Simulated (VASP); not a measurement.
# TiN in VASP: further runs

The runs below take TiN through single point, relaxation of the atoms, with PBE.

Everything below comes from runs of VASP 6.6.1. Logs are shortened: lines on timing, memory, paths and dates and some standing lists are left out, and cuts for length are marked.

### Step 1. The slab as given

The cell holds a slab with vacuum, 14 atoms: a = 3.004 Å, b = 3.004 Å, c = 27.746 Å, α = 90.00°, β = 90.00°, γ = 90.00°.

### Step 2. Single point, PBE

Contents of INCAR:

```
SYSTEM = TiN
PREC = Accurate ; ENCUT = 520
EDIFF = 1E-6 ; ISMEAR = 1
SIGMA = 0.1 ; LREAL = .False.
LASPH = .True. ; NELM = 80
ALGO = Normal ; ISIF = 2
LWAVE = .False. ; LCHARG = .False.
LDIPOL = .True. ; IDIPOL = 3
DIPOL = 0.5 0.5 0.500 ; GGA = PE
NBANDS = 72 ; LVHAR = .True.
LVACPOTAV = .True. ; ICORELEVEL = 1
KPAR = 4
```

Contents of KPOINTS:

```
Automatic mesh
0
Gamma
  13 13 1
  0 0 0
```

Contents of POSCAR:

```
TiN
1.0
    3.0042124600      0.0000000000      0.0000000000
    0.0000000000      3.0042124600      0.0000000000
    0.0000000000      0.0000000000     27.7457940000
Ti N
7 7
Direct
    0.5000000000      0.5000000000      0.2703112400
    0.0000000000      0.0000000000      0.3468741600
    0.5000000000      0.5000000000      0.4234370800
    0.0000000000      0.0000000000      0.5000000000
    0.5000000000      0.5000000000      0.5765629200
    0.0000000000      0.0000000000      0.6531258400
    0.5000000000      0.5000000000      0.7296887600
    0.0000000000      0.0000000000      0.2703112400
    0.5000000000      0.5000000000      0.3468741600
    0.0000000000      0.0000000000      0.4234370800
    0.5000000000      0.5000000000      0.5000000000
    0.0000000000      0.0000000000      0.5765629200
    0.5000000000      0.5000000000      0.6531258400
    0.0000000000      0.0000000000      0.7296887600
```

Potentials or basis: VASP PAW PBE potentials, release 64 (Ti_sv, N).

Launch:

```sh
> cat potpaw_PBE.64/Ti_sv/POTCAR potpaw_PBE.64/N/POTCAR > POTCAR
> mpirun -np 4 vasp_std > vasp.out
```

OUTCAR:

```text
SYSTEM = TiN
   PREC = Accurate
   ENCUT = 520
   EDIFF = 1E-6
   ISMEAR = 1
   LREAL = .False.
   LASPH = .True.
   NELM = 80
   ISIF = 2
   GGA = PE

 ion  position               nearest neighbor table
   1  0.500  0.500  0.270-   8 2.12   8 2.12   8 2.12   8 2.12   9 2.12
   2  0.000  0.000  0.347-   9 2.12   9 2.12   9 2.12   9 2.12  10 2.12   8 2.12
   3  0.500  0.500  0.423-  10 2.12  10 2.12  10 2.12  10 2.12  11 2.12   9 2.12
   4  0.000  0.000  0.500-  11 2.12  11 2.12  11 2.12  11 2.12  12 2.12  10 2.12
   5  0.500  0.500  0.577-  12 2.12  12 2.12  12 2.12  12 2.12  13 2.12  11 2.12
   6  0.000  0.000  0.653-  13 2.12  13 2.12  13 2.12  13 2.12  14 2.12  12 2.12
   7  0.500  0.500  0.730-  14 2.12  14 2.12  14 2.12  14 2.12  13 2.12
   8  0.000  0.000  0.270-   1 2.12   1 2.12   1 2.12   1 2.12   2 2.12
   9  0.500  0.500  0.347-   2 2.12   2 2.12   2 2.12   2 2.12   3 2.12   1 2.12
  10  0.000  0.000  0.423-   3 2.12   3 2.12   3 2.12   3 2.12   4 2.12   2 2.12
  11  0.500  0.500  0.500-   4 2.12   4 2.12   4 2.12   4 2.12   5 2.12   3 2.12
  12  0.000  0.000  0.577-   5 2.12   5 2.12   5 2.12   5 2.12   6 2.12   4 2.12
  13  0.500  0.500  0.653-   6 2.12   6 2.12   6 2.12   6 2.12   7 2.12   5 2.12
  14  0.000  0.000  0.730-   7 2.12   7 2.12   7 2.12   7 2.12   6 2.12

  LATTYP: Found a simple tetragonal cell.
 ALAT       =     3.0042124600
 C/A-ratio  =     9.2356297597

  Lattice vectors:

 A1 = (   3.0042124600,   0.0000000000,   0.0000000000)
 A2 = (   0.0000000000,   3.0042124600,   0.0000000000)
 A3 = (   0.0000000000,   0.0000000000,  27.7457940000)

Analysis of symmetry for initial positions (statically):
=====================================================================
 Subroutine PRICEL returns:
 Original cell was already a primitive cell.

 Routine SETGRP: Setting up the symmetry group for a
 simple tetragonal supercell.

 Subroutine GETGRP returns: Found 16 space group operations
 (whereof 16 operations were pure point group operations)
 out of a pool of 16 trial point group operations.

The static configuration has the point symmetry D_4h.

Analysis of symmetry for dynamics (positions and initial velocities):
=====================================================================
 Subroutine PRICEL returns:
 Original cell was already a primitive cell.

 Routine SETGRP: Setting up the symmetry group for a
 simple tetragonal supercell.

 Subroutine GETGRP returns: Found 16 space group operations
 (whereof 16 operations were pure point group operations)
 out of a pool of 16 trial point group operations.

The dynamic configuration has the point symmetry D_4h.

 Subroutine INISYM returns: Found 16 space group operations
 (whereof 16 operations are pure point group operations),
 and found     1 'primitive' translations

----------------------------------------------------------------------------------------

                                     Primitive cell

  volume of cell :     250.4139

  direct lattice vectors                    reciprocal lattice vectors
     3.004212460  0.000000000  0.000000000     0.332865939  0.000000000  0.000000000
     0.000000000  3.004212460  0.000000000     0.000000000  0.332865939  0.000000000
     0.000000000  0.000000000 27.745794000     0.000000000  0.000000000  0.036041499

  length of vectors
     3.004212460  3.004212460 27.745794000     0.332865939  0.332865939  0.036041499

  position of ions in fractional coordinates (direct lattice)
     0.500000000  0.500000000  0.270311240
     0.000000000  0.000000000  0.346874160
     0.500000000  0.500000000  0.423437080
     0.000000000  0.000000000  0.500000000
     0.500000000  0.500000000  0.576562920
     0.000000000  0.000000000  0.653125840
     0.500000000  0.500000000  0.729688760
     0.000000000  0.000000000  0.270311240
     0.500000000  0.500000000  0.346874160
     0.000000000  0.000000000  0.423437080
     0.500000000  0.500000000  0.500000000
     0.000000000  0.000000000  0.576562920
     0.500000000  0.500000000  0.653125840
     0.000000000  0.000000000  0.729688760

  ion indices of the primitive-cell ions
   primitive index   ion index
                 1           1
                 2           2
                 3           3
                 4           4
[... 43 lines left out ...]
  0.307692  0.000000  0.000000      4.000000
  0.384615  0.000000  0.000000      4.000000
[... 16 lines left out ...]
  0.307692  0.307692  0.000000      4.000000
  0.384615  0.307692  0.000000      8.000000
 [... further k-points ...]
   k-points           NKPTS =     28   k-points in BZ     NKDIM =     28   number of bands    NBANDS=     72
   number of dos      NEDOS =    301   number of ions     NIONS =     14
   total plane-waves  NPLWV = 120960
   dimension x,y,z NGX =    24 NGY =   24 NGZ =  210
   dimension x,y,z NGXF=    48 NGYF=   48 NGZF=  420
   ions per type =               7   7
   NGX,Y,Z   is equivalent  to a cutoff of  13.28, 13.28, 12.58 a.u.
   NGXF,Y,Z  is equivalent  to a cutoff of  26.56, 26.56, 25.17 a.u.
 SYSTEM =  TiN
   PREC   = accura    normal or accurate (medium, high low for compatibility)
   ISTART =      0    job   : 0-new  1-cont  2-samecut
   ICHARG =      2    charge: 1-file 2-atom 10-const
   ISPIN  =      1    spin polarized calculation?
   LNONCOLLINEAR =      F non collinear calculations
   LSORBIT =      F    spin-orbit coupling
   LASPH  =      T    aspherical Exc in radial PAW
   ENCUT  =  520.0 eV  38.22 Ry    6.18 a.u.   5.59  5.59 51.59*2*pi/ulx,y,z
   NELM   =     80;   NELMIN=  2; NELMDL= -5     # of ELM steps
   EDIFF  = 0.1E-05   stopping-criterion for ELM
   LREAL  =      F    real-space projection
   EDIFFG = 0.1E-04   stopping-criterion for IOM
   NSW    =      0    number of steps for IOM
   IBRION =     -1    ionic relax: 0-MD 1-quasi-New 2-CG
   NFREE  =      0    steps in history (QN), initial steepest desc. (CG)
   ISIF   =      2    stress and relaxation
   ISYM   =      2    0-nonsym 1-usesym 2-fastsym
   POTIM  = 0.5000    time-step for ionic-motion
   TEBEG  =    0.0;   TEEND  =   0.0 temperature during run
   PSTRESS=    0.0 pullay stress
   NELECT =     119.0000    total number of electrons
   NUPDOWN=      -1.0000    fix difference up-down
   EMIN   =  10.00;   EMAX   =-10.00  energy-range for DOS
   EFERMI =   0.00;   METHOD = LEGACY
   ISMEAR =     1;   SIGMA  =   0.10  broadening in eV -4-tet -1-fermi 0-gaus
   EFERMI_NEDOS =   21; number of points for ismear=-14 and -15
   IALGO  =     38    algorithm
   IMIX   =      4    mixing-type and parameters
     AMIX     =   0.40;   BMIX     =  1.00
     AMIX_MAG =   1.60;   BMIX_MAG =  1.00
  volume/ion in A,a.u.               =      17.89       120.71
  Fermi-wavevector in a.u.,A,eV,Ry     =   1.277530  2.414181 22.205825  1.632082
  Thomas-Fermi vector in A             =   2.410124
   LORBIT       =      0    0 simple, 1 ext, 2 COOP (PROOUT), +10 PAW based schemes
   GGA     = PE    functional components
   LHFCALC =     F    Hartree Fock is set to
   AEXX    =    0.0000 exact exchange contribution
   IVDW    =     0    specifies the selected vdW correction
   LEPSILON=     F    determine dielectric tensor
   LRPA    =     F    only Hartree local field effects (RPA)
 non-spin polarized calculation
 Methfessel and Paxton  Order N= 1 SIGMA  =   0.10
  energy-cutoff  :      520.00
  volume of cell :      250.41
 maximum number of plane-waves:      6781
 NGX is ok and might be reduce to    24
   NGX = 11   NGY = 11   NGZ =103

 dipolmoment           0.000000      0.000000      0.000000 electrons x Angstroem

 number of electron     118.9999996 magnetization

 dipolmoment           0.000000      0.000000     -0.000000 electrons x Angstroem

 Free energy of the ion-electron system (eV)
  ---------------------------------------------------
  ext. energy  EPLUGINS =         0.00000000
  ---------------------------------------------------
  free energy    TOTEN  =      -135.70204787 eV

  energy without entropy =     -135.70016460  energy(sigma->0) =     -135.70142011

 the core state eigenenergies are
   1-  1s  -4858.8903  2s   -527.5474  2p   -434.8336
   2-  1s  -4858.5430  2s   -527.2985  2p   -434.5745
   3-  1s  -4858.6406  2s   -527.3970  2p   -434.6730
   4-  1s  -4858.5951  2s   -527.3501  2p   -434.6262
   5-  1s  -4858.6406  2s   -527.3970  2p   -434.6730
   6-  1s  -4858.5430  2s   -527.2985  2p   -434.5745
   7-  1s  -4858.8903  2s   -527.5474  2p   -434.8336
   8-  1s   -372.2562
   9-  1s   -372.5860
  10-  1s   -372.4526
  11-  1s   -372.4946
  12-  1s   -372.4526
  13-  1s   -372.5860
  14-  1s   -372.2562

 E-fermi :   4.9943     XC(G=0):  -7.6746

 val. band max:        4.9714215660   @ k =   0.0000   0.0000   0.0000
 cond. band min:       4.9973572209   @ k =   0.2308   0.0000   0.0000
 fundamental gap:      0.0259356549
 Fermi energy:         4.9942527839

 k-point     1 :       0.0000    0.0000    0.0000
  band No.  band energies     occupation
      1     -52.9324      2.00000
      2     -52.9323      2.00000
      3     -52.8803      2.00000
      4     -52.8551      2.00000
      5     -52.7875      2.00000
      6     -52.7480      2.00000
[... 267 lines left out ...]
     49       0.5964      2.00000
     50       0.6132      2.00000

------------------------ aborting loop because EDIFF is reached ----------------------------------------

  FORCE on cell =-STRESS in cart. coord.  units (eV):
  Direction    XX          YY          ZZ          XY          YZ          ZX
  --------------------------------------------------------------------------------------
  -------------------------------------------------------------------------------------
  Total       -5.1481940     -5.1481940     -2.8949185      0.0000000      0.0000000     -0.0000000
  in kB      -32.9387446    -32.9387446    -18.5220256      0.0000000      0.0000000     -0.0000000
  external PRESSURE =     -28.1331716 kB  Pullay stress =       0.0000000 kB

 VOLUME and BASIS-vectors are now :
 -----------------------------------------------------------------------------
  energy-cutoff  :      520.00
  volume of cell :      250.41
      direct lattice vectors                 reciprocal lattice vectors
     3.004212460  0.000000000  0.000000000     0.332865939  0.000000000  0.000000000
     0.000000000  3.004212460  0.000000000     0.000000000  0.332865939  0.000000000
     0.000000000  0.000000000 27.745794000     0.000000000  0.000000000  0.036041499

 POSITION                                       TOTAL-FORCE (eV/Angst)
 -----------------------------------------------------------------------------------
      1.50211      1.50211      7.50000         0.000000      0.000000      2.008048
      0.00000      0.00000      9.62430        -0.000000     -0.000000     -0.066393
      1.50211      1.50211     11.74860        -0.000000     -0.000000      0.120480
      0.00000      0.00000     13.87290         0.000000     -0.000000      0.000000
      1.50211      1.50211     15.99720         0.000000     -0.000000     -0.120480
      0.00000      0.00000     18.12150         0.000000     -0.000000      0.066393
      1.50211      1.50211     20.24579        -0.000000     -0.000000     -2.008048
      0.00000      0.00000      7.50000        -0.000000      0.000000     -1.252167
      1.50211      1.50211      9.62430         0.000000      0.000000     -0.784198
      0.00000      0.00000     11.74860         0.000000     -0.000000     -0.038471
      1.50211      1.50211     13.87290         0.000000     -0.000000      0.000000
      0.00000      0.00000     15.99720         0.000000     -0.000000      0.038471
      1.50211      1.50211     18.12150        -0.000000      0.000000      0.784198
      0.00000      0.00000     20.24579         0.000000     -0.000000      1.252167
 -----------------------------------------------------------------------------------
    total drift:                                0.000000     -0.000000     -0.000000

  FREE ENERGIE OF THE ION-ELECTRON SYSTEM (eV)
  ---------------------------------------------------
  free  energy   TOTEN  =      -135.7020478688 eV

  energy  without entropy=     -135.7001646017  energy(sigma->0) =     -135.70142011

 vacuum level on the upper side and lower side of the slab         7.420         7.420
```

Wall time 6.2 min (4 MPI ranks of Intel Xeon Platinum 8259CL at 2.50GHz (Skylake/Cascade Lake), shared host); peak memory 0.56 GiB.

Results:

```yaml
Free_energy: -135.7020 eV
Largest_force: 2.008 eV/Å
Band_gap_on_the_k_mesh: none (metal or under the smearing width)
Work_function_of_the_upper_face: 2.43 eV
Work_function_of_the_lower_face: 2.43 eV
```

Forces on the atoms (eV/Å):
```
Ti   0.000  0.000  2.008
Ti   0.000  0.000 -0.066
Ti   0.000  0.000  0.120
Ti   0.000  0.000  0.000
Ti   0.000  0.000 -0.120
Ti   0.000  0.000  0.066
Ti   0.000  0.000 -2.008
N    0.000  0.000 -1.252
N    0.000  0.000 -0.784
N    0.000  0.000 -0.038
N    0.000  0.000  0.000
N    0.000  0.000  0.038
N    0.000  0.000  0.784
N    0.000  0.000  1.252
```

Core levels (eV, on the scale of the bands):
| atom | levels |
| --- | --- |
| 1 Ti | 1s -4858.9, 2s -527.5, 2p -434.8 |
| 2 Ti | 1s -4858.5, 2s -527.3, 2p -434.6 |
| 3 Ti | 1s -4858.6, 2s -527.4, 2p -434.7 |
| 4 Ti | 1s -4858.6, 2s -527.4, 2p -434.6 |
| 5 Ti | 1s -4858.6, 2s -527.4, 2p -434.7 |
| 6 Ti | 1s -4858.5, 2s -527.3, 2p -434.6 |

### Step 3. Relaxation of the atoms, PBE

Contents of INCAR:

```
SYSTEM = TiN
PREC     = Accurate       ! precision mode
ENCUT    = 520            ! plane-wave cutoff, eV
EDIFF    = 1E-6           ! SCF threshold, eV
ISMEAR   = 1              ! smearing method
SIGMA    = 0.1            ! smearing width, eV
LREAL    = .FALSE.        ! projectors in reciprocal space
LASPH    = .TRUE.         ! aspherical terms in the spheres
NELM     = 80             ! most SCF steps
ALGO     = Normal         ! electronic algorithm
ISIF     = 2              ! what is computed and relaxed
LWAVE    = .FALSE.        ! write WAVECAR
LCHARG   = .FALSE.        ! write CHGCAR
LDIPOL   = .TRUE.       
IDIPOL   = 3            
DIPOL    = 0.5 0.5 0.500
GGA      = PE             ! functional
IBRION   = 2              ! ionic algorithm
NSW      = 80             ! ionic steps
EDIFFG   = -0.02          ! ionic threshold
KPAR     = 4
```

Contents of KPOINTS:

```
regular mesh
0
G
  13 13 1
  0 0 0
```

POSCAR is that of step 2.

Potentials or basis: VASP PAW PBE potentials, release 64 (Ti_sv, N).

Launch:

```sh
> cat potpaw_PBE.64/Ti_sv/POTCAR potpaw_PBE.64/N/POTCAR > POTCAR
> mpirun -np 4 vasp_std > vasp.out
```

OUTCAR:

```text
SYSTEM = TiN
   PREC = Accurate
   ENCUT = 520
   EDIFF = 1E-6
   ISMEAR = 1
   LREAL = .FALSE.
   LASPH = .TRUE.
   NELM = 80
   ISIF = 2
   GGA = PE
   IBRION = 2
   NSW = 80
   EDIFFG = -0.02

 ion  position               nearest neighbor table
   1  0.500  0.500  0.270-   8 2.12   8 2.12   8 2.12   8 2.12   9 2.12
   2  0.000  0.000  0.347-   9 2.12   9 2.12   9 2.12   9 2.12  10 2.12   8 2.12
   3  0.500  0.500  0.423-  10 2.12  10 2.12  10 2.12  10 2.12  11 2.12   9 2.12
   4  0.000  0.000  0.500-  11 2.12  11 2.12  11 2.12  11 2.12  12 2.12  10 2.12
   5  0.500  0.500  0.577-  12 2.12  12 2.12  12 2.12  12 2.12  13 2.12  11 2.12
   6  0.000  0.000  0.653-  13 2.12  13 2.12  13 2.12  13 2.12  14 2.12  12 2.12
   7  0.500  0.500  0.730-  14 2.12  14 2.12  14 2.12  14 2.12  13 2.12
   8  0.000  0.000  0.270-   1 2.12   1 2.12   1 2.12   1 2.12   2 2.12
[... 520 lines left out ...]

 E-fermi :   4.7170     XC(G=0):  -7.5531

 val. band max:        4.6990162772   @ k =   0.2308   0.0000   0.0000
 cond. band min:       4.7216679088   @ k =   0.3077   0.3077   0.0000
 fundamental gap:      0.0226516317
 Fermi energy:         4.7170296667

 k-point     1 :       0.0000    0.0000    0.0000
  band No.  band energies     occupation
      1     -53.1600      2.00000
      2     -53.1254      2.00000
      3     -53.0871      2.00000
      4     -53.0820      2.00000
      5     -53.0713      2.00000
      6     -52.9393      2.00000
[... 1765 lines left out ...]
     70       6.7554      0.00000
     71       6.7770      0.00000

 [... further k-points ...]

------------------------ aborting loop because EDIFF is reached ----------------------------------------

 vacuum level on the upper side and lower side of the slab       (xc-potential included)        -0.011        -0.011

  FORCE on cell =-STRESS in cart. coord.  units (eV):
  Direction    XX          YY          ZZ          XY          YZ          ZX
  --------------------------------------------------------------------------------------
  -------------------------------------------------------------------------------------
  Total       -5.0441556     -5.0441556     -0.5283426      0.0000000      0.0000000     -0.0000000
  in kB      -32.2730949    -32.2730949     -3.3803976      0.0000000      0.0000000     -0.0000000
  external PRESSURE =     -22.6421958 kB  Pullay stress =       0.0000000 kB
[... 29 lines left out ...]
  FREE ENERGIE OF THE ION-ELECTRON SYSTEM (eV)
  ---------------------------------------------------
  free  energy   TOTEN  =      -136.0434887105 eV

  energy  without entropy=     -136.0467620080  energy(sigma->0) =     -136.04457981

 reached required accuracy - stopping structural energy minimisation

 vacuum level on the upper side and lower side of the slab         7.644         7.644
```

OSZICAR:

```text
N       E                     dE             d eps       ncg     rms          rms(c)
DAV:   1     0.187620627378E+04    0.18762E+04   -0.61427E+04  4216   0.188E+03
DAV:   2     0.200350209657E+03   -0.16759E+04   -0.16331E+04  4042   0.602E+02
DAV:   3    -0.132447429411E+03   -0.33280E+03   -0.32697E+03  5687   0.228E+02
DAV:   4    -0.171187684830E+03   -0.38740E+02   -0.38540E+02  5928   0.762E+01
[... 86 lines left out ...]
DAV:   4    -0.136043508994E+03    0.13561E-05   -0.38912E-04  5545   0.152E-01    0.345E-02
DAV:   5    -0.136043494355E+03    0.14639E-04   -0.19898E-04  5520   0.107E-01    0.226E-02
DAV:   6    -0.136043488269E+03    0.60860E-05   -0.69133E-05  5569   0.771E-02    0.841E-03
DAV:   7    -0.136043488505E+03   -0.23674E-06   -0.15173E-05  5194   0.304E-02    0.420E-03
DAV:   8    -0.136043488711E+03   -0.20527E-06   -0.36906E-06  3840   0.163E-02
   7 F= -.13604349E+03 E0= -.13604458E+03  d E =-.149460E-03
```

It took 19 min on 4 MPI ranks of Intel Xeon Platinum 8259CL at 2.50GHz (Skylake/Cascade Lake), shared host; peak memory 0.59 GiB.

What came out:

```
Free energy                  : -136.0435 eV
Energy gained by relaxing    : 24.4 meV/atom
Ionic steps                  : 7
Largest force after relaxing : 0.020 eV/Å
Band gap on the k mesh       : none (metal or under the smearing width)
```

Forces in eV/Å, atoms in the order of the input:
```
Ti   0.000  0.000  0.004
Ti   0.000  0.000  0.015
Ti   0.000  0.000 -0.002
Ti   0.000  0.000  0.000
Ti   0.000  0.000  0.002
Ti   0.000  0.000 -0.015
Ti   0.000  0.000 -0.004
N    0.000  0.000  0.020
N    0.000  0.000 -0.003
N    0.000  0.000  0.005
N    0.000  0.000  0.000
N    0.000  0.000 -0.005
N    0.000  0.000  0.003
N    0.000  0.000 -0.020
```

Step by step:
```csv
step,energy change (eV),largest force (eV/Å),pressure (GPa)
1,0.0000,2.0081,-2.81
2,-0.3292,0.2871,-2.20
3,-0.3292,0.2859,-2.20
4,-0.3400,0.0942,-2.26
5,-0.3413,0.0326,-2.28
6,-0.3413,0.0336,-2.28
7,-0.3414,0.0195,-2.26
```

Final structure:
```xyz
14
Lattice="3.0042 0.0000 0.0000 0.0000 3.0042 0.0000 0.0000 0.0000 27.7458" Properties=species:S:1:pos:R:3 pbc="T T T"
Ti    1.5021    1.5021    7.6052
Ti    0.0000    0.0000    9.6220
Ti    1.5021    1.5021   11.7355
Ti    0.0000    0.0000   13.8729
Ti    1.5021    1.5021   16.0103
Ti    0.0000    0.0000   18.1238
Ti    1.5021    1.5021   20.1406
N     0.0000    0.0000    7.4280
N     1.5021    1.5021    9.6055
N     0.0000    0.0000   11.7490
N     1.5021    1.5021   13.8729
N     3.0042    0.0000   15.9968
N     1.5021    1.5021   18.1403
N     0.0000    0.0000   20.3178
```

Levels at points of the mesh, in eV from the Fermi level:
```csv
k point,band 56,band 57,band 58,band 59,band 60,band 61,band 62,band 63
"(0.00, 0.00, 0.00)",-2.04,-2.04,-1.96,-1.96,-1.84,-1.29,-0.82,-0.63
```

[end of part 1 of 2]
